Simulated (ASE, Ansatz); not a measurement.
## Rutile SnO2, size series (96 atoms): support functions against a reference

Aim: test how closely localised support functions follow the reference on rutile SnO2, size series (96 atoms), and at what cost. A setting counts as converged where the r.m.s. difference of forces stays under 1 % of the r.m.s. force.

Program: Ansatz 0.2.0. Level of theory: Kohn-Sham DFT, PBE, PAW (set soft_2), plane waves. Results are calculated unless marked as measured.

## 1. The starting structure

The cell holds 96 atoms: 32 Sn and 64 O. Cell: a = 9.474 Å, b = 9.474 Å, c = 12.744 Å, α = 90.0°, β = 90.0°, γ = 90.0°. It derives from SnO2 (rutile), repeated 2×2×4. Rutile SnO2 (cell 4.737, 4.737, 3.186, 90, 90, 90), 2 x 2 x 4 conventional cells; ideal positions.

Before any run, some limits are plain. Sampling is at Γ alone, for a cell whose shortest periodic width is 9 Å.

## 2. Plane-wave single point

The first run fixes the reference, at a cutoff of 420 eV.

input.yaml reads:

```yaml
crystal:
  lattice:
    - [9.474, 0.0, 0.0]
    - [0.0, 9.474, 0.0]
    - [0.0, 0.0, 12.744]
  atoms:
    - { symbol: Sn, position: [0.0, 0.0, 0.0] }
    - { symbol: Sn, position: [0.25, 0.25, 0.125] }
    - { symbol: O, position: [0.1535, 0.1535, 0.0] }
    - { symbol: O, position: [0.3465, 0.3465, 0.0] }
    - { symbol: O, position: [0.0965, 0.4035, 0.125] }
    - { symbol: O, position: [0.4035, 0.0965, 0.125] }
    - { symbol: Sn, position: [0.0, 0.0, 0.25] }
    - { symbol: Sn, position: [0.25, 0.25, 0.375] }
    - { symbol: O, position: [0.1535, 0.1535, 0.25] }
    - { symbol: O, position: [0.3465, 0.3465, 0.25] }
    - { symbol: O, position: [0.0965, 0.4035, 0.375] }
    - { symbol: O, position: [0.4035, 0.0965, 0.375] }
    - { symbol: Sn, position: [0.0, 0.0, 0.5] }
    - { symbol: Sn, position: [0.25, 0.25, 0.625] }
    - { symbol: O, position: [0.1535, 0.1535, 0.5] }
    - { symbol: O, position: [0.3465, 0.3465, 0.5] }
    - { symbol: O, position: [0.0965, 0.4035, 0.625] }
    - { symbol: O, position: [0.4035, 0.0965, 0.625] }
    - { symbol: Sn, position: [0.0, 0.0, 0.75] }
    - { symbol: Sn, position: [0.25, 0.25, 0.875] }
    - { symbol: O, position: [0.1535, 0.1535, 0.75] }
    - { symbol: O, position: [0.3465, 0.3465, 0.75] }
    - { symbol: O, position: [0.0965, 0.4035, 0.875] }
    - { symbol: O, position: [0.4035, 0.0965, 0.875] }
    - { symbol: Sn, position: [0.0, 0.5, 0.0] }
    - { symbol: Sn, position: [0.25, 0.75, 0.125] }
    - { symbol: O, position: [0.1535, 0.6535, 0.0] }
    - { symbol: O, position: [0.3465, 0.8465, 0.0] }
    - { symbol: O, position: [0.0965, 0.9035, 0.125] }
    - { symbol: O, position: [0.4035, 0.5965, 0.125] }
    - { symbol: Sn, position: [0.0, 0.5, 0.25] }
    - { symbol: Sn, position: [0.25, 0.75, 0.375] }
    - { symbol: O, position: [0.1535, 0.6535, 0.25] }
    - { symbol: O, position: [0.3465, 0.8465, 0.25] }
    - { symbol: O, position: [0.0965, 0.9035, 0.375] }
    - { symbol: O, position: [0.4035, 0.5965, 0.375] }
    - { symbol: Sn, position: [0.0, 0.5, 0.5] }
    - { symbol: Sn, position: [0.25, 0.75, 0.625] }
    - { symbol: O, position: [0.1535, 0.6535, 0.5] }
    - { symbol: O, position: [0.3465, 0.8465, 0.5] }
    - { symbol: O, position: [0.0965, 0.9035, 0.625] }
    - { symbol: O, position: [0.4035, 0.5965, 0.625] }
    - { symbol: Sn, position: [0.0, 0.5, 0.75] }
    - { symbol: Sn, position: [0.25, 0.75, 0.875] }
    - { symbol: O, position: [0.1535, 0.6535, 0.75] }
    - { symbol: O, position: [0.3465, 0.8465, 0.75] }
    - { symbol: O, position: [0.0965, 0.9035, 0.875] }
    - { symbol: O, position: [0.4035, 0.5965, 0.875] }
    - { symbol: Sn, position: [0.5, 0.0, 0.0] }
    - { symbol: Sn, position: [0.75, 0.25, 0.125] }
    - { symbol: O, position: [0.6535, 0.1535, 0.0] }
    - { symbol: O, position: [0.8465, 0.3465, 0.0] }
    - { symbol: O, position: [0.5965, 0.4035, 0.125] }
    - { symbol: O, position: [0.9035, 0.0965, 0.125] }
    - { symbol: Sn, position: [0.5, 0.0, 0.25] }
    - { symbol: Sn, position: [0.75, 0.25, 0.375] }
    - { symbol: O, position: [0.6535, 0.1535, 0.25] }
    - { symbol: O, position: [0.8465, 0.3465, 0.25] }
    - { symbol: O, position: [0.5965, 0.4035, 0.375] }
    - { symbol: O, position: [0.9035, 0.0965, 0.375] }
    - { symbol: Sn, position: [0.5, 0.0, 0.5] }
    - { symbol: Sn, position: [0.75, 0.25, 0.625] }
    - { symbol: O, position: [0.6535, 0.1535, 0.5] }
    - { symbol: O, position: [0.8465, 0.3465, 0.5] }
    - { symbol: O, position: [0.5965, 0.4035, 0.625] }
    - { symbol: O, position: [0.9035, 0.0965, 0.625] }
    - { symbol: Sn, position: [0.5, 0.0, 0.75] }
    - { symbol: Sn, position: [0.75, 0.25, 0.875] }
    - { symbol: O, position: [0.6535, 0.1535, 0.75] }
    - { symbol: O, position: [0.8465, 0.3465, 0.75] }
    - { symbol: O, position: [0.5965, 0.4035, 0.875] }
    - { symbol: O, position: [0.9035, 0.0965, 0.875] }
    - { symbol: Sn, position: [0.5, 0.5, 0.0] }
    - { symbol: Sn, position: [0.75, 0.75, 0.125] }
    - { symbol: O, position: [0.6535, 0.6535, 0.0] }
    - { symbol: O, position: [0.8465, 0.8465, 0.0] }
    - { symbol: O, position: [0.5965, 0.9035, 0.125] }
    - { symbol: O, position: [0.9035, 0.5965, 0.125] }
    [... 12 atom lines left out ...]
    - { symbol: Sn, position: [0.5, 0.5, 0.75] }
    - { symbol: Sn, position: [0.75, 0.75, 0.875] }
    - { symbol: O, position: [0.6535, 0.6535, 0.75] }
    - { symbol: O, position: [0.8465, 0.8465, 0.75] }
    - { symbol: O, position: [0.5965, 0.9035, 0.875] }
    - { symbol: O, position: [0.9035, 0.5965, 0.875] }
kpoints:
  mp_grid: { grid: [1, 1, 1] }
hamiltonian:
  xc: pbe
scf:
  occupations: { method: fixed }
output:
  forces: true
  stress: true
  populations: true
  dos:
    method: { smearing: { sigma: 0.08 } }
    de: 0.1
    projected: { site_lists: { O: [O], Sn: [Sn] } }
  eigenvalues: true
  write_density: true
  write_potential: true
  volumetric_format: npy
```

Run with:

```
> ansatz run input.yaml --threads 8 --pin off --max-ram 15872MiB --backend cpu --events-out ev --progress --plain --runs-dir out
```

Numbers of over 12 decimals in the logs are rounded to 6 here.

What it wrote:

```text
Engine: ansatz 0.2.0, aarch64-unknown-linux-gnu
Pseudopotentials: kind: paw
Pseudopotential: Sn, paw, valence charge 14, recommended cutoff 420 eV (normal), Sn.paw.azcp
Pseudopotential: O, paw, valence charge 6, recommended cutoff 420 eV (normal), O.paw.azcp
[... 5 lines on functional and potentials left out ...]
Crystal: 96 atoms, lattice volume = 1143.859 Å³
Basis set: ecut = 420 eV, 22419 PW (Γ), exchange–correlation on 128×128×180 points (8 copies of the dense FFT grid, shifted against one another)
Bands: 512, of which v1, the nominal top of the filled ones, is band 416 counted from 1 (415 counted from 0)
Symmetry: 256 space group operations
Space group: P42/mnm (ITA 136), of the structure as read, at distance tolerance 1.0e-4 Å
k-points: 1
[... 5 lines on functional and potentials left out ...]
Initial density: superposition of atomic densities (neutral atoms: chi_scale 0, normalization atom), corrected by the library's trained network
Initial wavefunctions: pseudopotential atomic-orbital guess
Functional: x = pbe(κ = 0.804, μ = 0.219515), c = pbe(β = 0.066725)
SCF iter   1: F=—  HF=-229084.784797 eV  |F-HF|=—  |Δ(HF+E_count)|=         —  Δρ=1.14e-3  dr2=4.29e-3  ethr=1.77e-3  ⟨swp⟩=4.0  Hψ=1848  notcnv=0  defer=93
preconditioner: auto → Resta (q_TF=auto, 2.587 Å⁻¹)  ε∞=3.6  [insulator: Δε(μ)=1.287 eV  Ē_g=19.754 eV  n_scr=350 (ndim 8)  ℏωp=31.7 eV  f_vac=0.027  ε∞_Penn≈3.6]
SCF iter   2: F=—  HF=-229084.807520 eV  |F-HF|=—  |Δ(HF+E_count)|=   2.27e-2  Δρ=6.13e-4  dr2=1.60e-3  ethr=5.16e-7  ⟨swp⟩=3.0  Hψ=1030  notcnv=0  defer=93
SCF iter   3: F=—  HF=-229084.812679 eV  |F-HF|=—  |Δ(HF+E_count)|=   5.16e-3  Δρ=2.81e-4  dr2=7.15e-4  ethr=1.92e-7  ⟨swp⟩=2.0  Hψ=840  notcnv=0  defer=93
SCF iter   4: F=—  HF=-229084.812491 eV  |F-HF|=—  |Δ(HF+E_count)|=   1.89e-4  Δρ=7.68e-5  dr2=5.47e-5  ethr=8.60e-8  ⟨swp⟩=3.0  Hψ=672  notcnv=0  defer=93
SCF iter   5: F=—  HF=-229084.812717 eV  |F-HF|=—  |Δ(HF+E_count)|=   2.26e-4  Δρ=1.43e-5  dr2=1.33e-6  ethr=6.57e-9  ⟨swp⟩=2.0  Hψ=786  notcnv=0  defer=89
SCF iter   6: F=—  HF=-229084.812720 eV  |F-HF|=—  |Δ(HF+E_count)|=   2.90e-6  Δρ=6.65e-6  dr2=4.02e-7  ethr=1.60e-10  ⟨swp⟩=2.0  Hψ=679  notcnv=0  defer=89
SCF iter   7: F=-229084.812720 eV  HF=-229084.812720 eV  |F-HF|=1.88e-8  |Δ(HF+E_count)|=   3.89e-8  Δρ=1.57e-6  dr2=2.62e-8  ethr=1.20e-11  ⟨swp⟩=17.0  Hψ=4244  notcnv=0
SCF 1 converged in 7 iterations: F = -229084.812720 eV  dr2 = 2.62e-8
  greatest PAW one-centre occupation: 0.996 electrons in one spin orbital (limit 2), on the Sn atom at site 91 (counted from 0), in its partial waves of l = 2
SCF converged after 7 iterations
Free energy (F): -229084.812720 eV
Harris-Foulkes:  -229084.812720 eV  (|F-HF|=1.88e-8)
Internal energy: -229084.812720 eV  (E = F + TS)
E sigma→0 (E₀):  -229084.812720 eV
Fermi energy:    9.545763 eV
--- Per-component energies (eV) ---
  E_band       = -1822.328839
  E_kinetic    = 17366.693612
  E_local      = -45754.009163  (includes V_loc(G=0)·N_el)
  E_nonlocal   = 2159.847797
  E_hartree    = 23852.954740
  E_xc         = -16877.766065
  E_vxc        = -9023.378825  (∫ρ·V_xc dr)
  E_paw        = -142891.264540  (= ΣΔE_a)
  E_vpaw       = -14277.562917  (= ΣTr[D̂ρ^β])
  E_aug_tail   = 0.160393  (compensation charges beyond the density's cutoff)
  E_ewald      = -66941.429494
  E_smearing   = -0.000000  (= −TS)
  E_closure    = 0.000000  (closes the sum)
  Σ components = -229084.812720   (vs F -229084.812720, Δ=0.00e0)
--- Forces (eV/Å), atoms counted from 1 ---
  atom   1  Sn    -0.00000000    -0.00000000     0.00000000
  atom   2  Sn     0.00000000     0.00000000     0.00000000
  atom   3  O     -0.16867478    -0.16867478     0.00000000
  atom   4  O      0.16867478     0.16867478    -0.00000000
  atom   5  O      0.16867478    -0.16867478     0.00000000
  atom   6  O     -0.16867478     0.16867478    -0.00000000
  atom   7  Sn     0.00000000    -0.00000000    -0.00000000
  atom   8  Sn     0.00000000     0.00000000     0.00000000
  atom   9  O     -0.16867478    -0.16867478     0.00000000
  atom  10  O      0.16867478     0.16867478    -0.00000000
  atom  11  O      0.16867478    -0.16867478     0.00000000
  atom  12  O     -0.16867478     0.16867478    -0.00000000
  atom  13  Sn    -0.00000000     0.00000000     0.00000000
  atom  14  Sn     0.00000000     0.00000000     0.00000000
[...]
atom  95  O      0.16867478    -0.16867478    -0.00000000
  atom  96  O     -0.16867478     0.16867478     0.00000000
  max |Σ_I F_I| component: 2.50e-15 eV/Å
--- Stress (GPa, compression-positive) ---
       10.085764      -0.000000       0.000000
        0.000000      10.085764      -0.000000
        0.000000       0.000000      12.695060
  P = ⅓ Tr σ = 10.9555 GPa (109.555 kbar)
--- Band table (eV) ---
  k-point 0: bands = ["-11.5845", "-11.5111", "-11.5111", "-11.5111", [... 496 levels ...], "20.5350", "20.5350", "20.5350", "20.5350", "20.5670", "20.5670", "20.5705", "20.5705", "20.5705", "20.5705", "20.6086", "20.6086"]
--- Löwdin populations: 96 sites ---
  site symbol       q [e]
     0     Sn     12.2427
     1     Sn     12.2427
     2      O      6.8123
[...]
95      O      6.8123
  spilling = 0.005106 (of n_electrons = 832.000000)
```

Run time: 15 s. Hardware: 8 threads of Arm Neoverse V1, shared host; peak memory 1.8 GiB.

Numbers from this run:

```
free energy                                      : -229084.8127 eV
free energy per atom                             : -2386.3001 eV/atom
SCF cycles                                       : 7
pressure                                         : 10.96 GPa
r.m.s. force component                           : 0.1124 eV/Å
longest force                                    : 0.2385 eV/Å
Fermi energy                                     : 9.546 eV
gap (highest filled to lowest empty level) : 1.279 eV
spilling of the projection                       : 0.005106
```

Length of the force by element:

```tsv
element	coordination	atoms	mean length of the force (eV/Å)	spread	least	most
O	all	64	0.238	0	0.238	0.238
Sn	all	32	0	0	0	0
```

Löwdin charges by element (they lack the spilled electrons, 0.044 e an atom on average):

```tsv
element	coordination	atoms	mean charge (e)	spread	least	most
O	all	64	-0.812	0	-0.812	-0.812
Sn	all	32	1.76	0	1.76	1.76
```

Density of states as counts of states in windows of 1 eV (from the Fermi level), total and the larger projections:

```tsv
from (eV)	to (eV)	total	O p	Sn s	Sn p	O s
-18	-17	51.2	0.7	3.1	8.9	33.9
-17	-16	22.9	0.2	0.1	3.0	16.5
-16	-15	39.9	0.4	0.7	2.3	28.8
-15	-9	0.0	0.0	0.0	0.0	0.0
-9	-8	8.3	4.7	3.1	0.2	0.2
-8	-7	6.9	4.1	2.6	0.1	0.1
-7	-6	38.8	23.2	11.2	1.6	2.3
-6	-5	29.7	21.5	1.4	5.5	0.8
-5	-4	27.2	20.7	1.0	4.7	0.4
-4	-3	65.2	52.6	0.1	9.6	1.8
-3	-2	48.0	40.9	0.7	3.6	1.5
-2	-1	84.3	80.4	0.2	1.1	0.4
-1	0	74.9	73.3	0.0	0.4	0.1
0	1	0.7	0.7	0.0	0.0	0.0
1	2	2.0	0.1	1.3	0.0	0.6
2	3	0.0	0.0	0.0	0.0	0.0
3	4	4.0	1.3	1.7	0.2	0.7
4	5	15.8	4.7	6.9	1.6	2.1
```

The curve was stored every 0.10 eV, coarse against its broadening of 0.08 eV, so these counts are rough.

With fixed occupations the program's Fermi level is the highest filled level; weight inside the gap is the broadening of levels at its edges.

Between -22 and -18 eV lie 334 more states.

The levels nearest the highest filled one (over half full), pooled over k-points and spins:

```tsv
level less the highest filled one (eV)	occupation
-0.634	2
-0.634	2
-0.634	2
-0.501	2
-0.501	2
0	2
1.28	0
3.86	0
3.86	0
4.45	0
4.45	0
4.45	0
```

Electrostatic potential energy in the ab plane at fractional z = 0.000, with atoms of Sn and O within 0.2 Å of it. With pseudopotentials it is smooth inside the atoms' cores, unlike the true potential.

Values in eV, 13 rows by 16 columns, each cell a mean:
```
 13  -3  11  15  16  11   1   6  13  -3  11  15  16  11   1   6
  4  10  13  14   5 -26 -14   6   4  10  13  14   5 -26 -14   6
 15  15  14  12   5 -17  -2  15  15  15  14  12   5 -17  -2  15
 16  11  -6   3  11  13  15  15  16  11  -6   3  11  13  15  15
  9  -3 -31 -12  14  14  13   9   9  -3 -31 -12  14  14  13   9
  5  -2   3  12  15  13   4   1   5  -2   3  12  15  13   4   1
 27  -4  10  15  16  13  -2  18  27  -4  10  15  16  13  -2  18
 -1   3  12  15  12  -6  -3  -1  -1   3  12  15  12  -6  -3  -1
 12  13  14  13   1 -31 -16  12  12  13  14  13   1 -31 -16  12
 16  15  11  11  10   4  11  16  16  15  11  11  10   4  11  16
 14   2 -27 -10  12  13  14  14  14   2 -27 -10  12  13  14  14
  0  -1 -18   0  15  14   9   0   0  -1 -18   0  15  14   9   0
 22  -3  10  15  16  13  -1  13  22  -3  10  15  16  13  -1  13
```
Columns run along a (9.5 Å; values clipped at the 3rd and 97th percentile), rows up along b (9.5 Å). Atoms in or near the plane, at fractional coordinates: Sn at (0.00, 0.00), O at (0.15, 0.15), O at (0.35, 0.35), Sn at (0.00, 0.50), O at (0.15, 0.65), O at (0.35, 0.85), Sn at (0.50, 0.00), O at (0.65, 0.15), O at (0.85, 0.35), Sn at (0.50, 0.50), O at (0.65, 0.65), O at (0.85, 0.85).

Valence density in the ab plane at fractional z = 0.000, with atoms of Sn and O within 0.2 Å of it. It is the smooth field of the valence electrons, not physical close to the nuclei.

Ten steps, logarithmic in the rise over the least value, from '0' (0 e/Å³) to '9' (14 e/Å³), each cell a mean:
```
974100001124798631000012368
542100013443455310001244345
211000136764322100002577532
000000147875210000013688641
000000135764100000012467531
001122123332000012211233210
013454311110000245532111000
024787420000001368753100000
125787410000011368863100001
334565310001233346542000123
764322100013677533210000247
985210000014899631000001369
974100001124798631000012368
542100013443455310001244345
211000136764322100002577532
000000147875210000013688641
000000135764100000012467531
001122123332000012211233210
013454311110000245532111000
024787420000001368753100000
125787410000011368863100001
334565310001233346542000123
764322100013677533210000247
985210000014899631000001369
```
Columns run along a (9.5 Å), rows up along b (9.5 Å). Atoms in or near the plane, at fractional coordinates: Sn at (0.00, 0.00), O at (0.15, 0.15), O at (0.35, 0.35), Sn at (0.00, 0.50), O at (0.15, 0.65), O at (0.35, 0.85), Sn at (0.50, 0.00), O at (0.65, 0.15), O at (0.85, 0.35), Sn at (0.50, 0.50), O at (0.65, 0.65), O at (0.85, 0.85).

Mean Löwdin charges: O -0.81, Sn +1.76 e (they miss 0.51 % of the electrons, so they add up to more than the cell's charge). The largest share in the top eV of filled states is O p (99 % of the projected weight), and in the lowest eV of empty states Sn s (65 % of the projected weight).

## 3. Structure statistics

Bonds and neighbours are counted at the geometry of the runs.

Density 7.00 g/cm³, 11.92 Å³ an atom.

g(r), total and by pair (bins of 0.2 Å):

```tsv
r (Å)	total	O-O	O-Sn	Sn-Sn
2.00	4.41	0.00	9.90	0.00
2.20	0.00	0.00	0.00	0.00
2.40	0.00	0.00	0.00	0.00
2.60	0.48	1.07	0.00	0.00
2.80	0.00	0.00	0.00	0.00
3.00	2.96	6.65	0.00	0.00
3.20	0.94	1.41	0.00	2.82
3.40	0.54	1.21	0.00	0.00
3.60	0.99	0.00	2.23	0.00
3.80	1.80	0.00	2.00	8.20
4.00	0.00	0.00	0.00	0.00
4.20	1.97	1.25	3.19	0.00
4.40	0.00	0.00	0.00	0.00
4.60	0.88	1.30	0.67	0.00
4.80	1.94	1.27	2.44	2.55
5.00	1.49	2.21	1.15	0.00
5.20	0.23	0.52	0.00	0.00
5.40	0.88	1.97	0.00	0.00
5.60	0.80	0.00	1.80	0.00
5.80	1.53	1.74	0.00	6.83
6.00	1.43	1.59	1.62	0.00
6.20	0.67	0.00	1.49	0.00
6.40	0.55	0.35	0.70	0.70
6.60	0.71	0.64	0.64	1.27
6.80	0.82	1.84	0.00	0.00
7.00	0.77	0.00	1.73	0.00
7.20	1.10	0.82	1.67	0.00
7.40	2.08	2.09	2.08	2.06
```

Bonds by pair of elements; cutoffs follow the first minimum of g(r), held within bounds set by covalent radii, and pairs that aren't listed don't count as bonded:

```tsv
pair A-B	cutoff (Å)	bonds	mean length (Å)	spread (Å)	shortest (Å)	B about A	A about B
O-Sn	2.48	192	2.05	0.002	2.05	3	6
```

How many atoms have how many bonded neighbours:

```tsv
element	mean	3	6
O	3	64	0
Sn	6	0	32
```

Bond angles, per cent of each kind in bins of 5°:

```tsv
angle (°)	O-Sn-O	Sn-O-Sn
75–80	13.3	0.0
80–85	0.0	0.0
85–90	10.0	0.0
90–95	43.3	0.0
95–100	0.0	0.0
100–105	13.3	33.3
105–110	0.0	0.0
110–115	0.0	0.0
115–120	0.0	0.0
120–125	0.0	0.0
125–130	0.0	66.7
130–135	0.0	0.0
135–140	0.0	0.0
140–145	0.0	0.0
145–150	0.0	0.0
150–155	0.0	0.0
155–160	0.0	0.0
160–165	0.0	0.0
165–170	0.0	0.0
170–175	0.0	0.0
175–180	20.0	0.0
```

Bond angles (no mean is given where the spread exceeds 20°):

```tsv
angle	count	mean (°)	spread (°)
O-Sn-O	480	-	-
Sn-O-Sn	192	120	12.8
```

Rings of the network by King's shortest-path rule, up to 12 atoms, one path for each pair of neighbours; H, halogens, alkali and alkaline-earth atoms are left out, and the last column divides by all other atoms, bonded or not:

```tsv
ring size (atoms)	rings	per network atom
4	32	0.333
6	128	1.33
8	89	0.927
```

Counting bonds as in the table, all O atoms have 3 and all Sn atoms have 6 bonded neighbours. Rings of 6 atoms are the most common (51 % of those counted); sizes run from 4 to 8.

[end of part 1 of 2]

[Logs are printed without paths, hosts, clocks, repeated set-up lines and the standing remarks that a program may print on its own settings, such as how far it seeks lower states.]

[Hosts, paths, dates, database ids (printed as entryN), source tags and the programs' standing remarks are cut or masked in the printed files.]
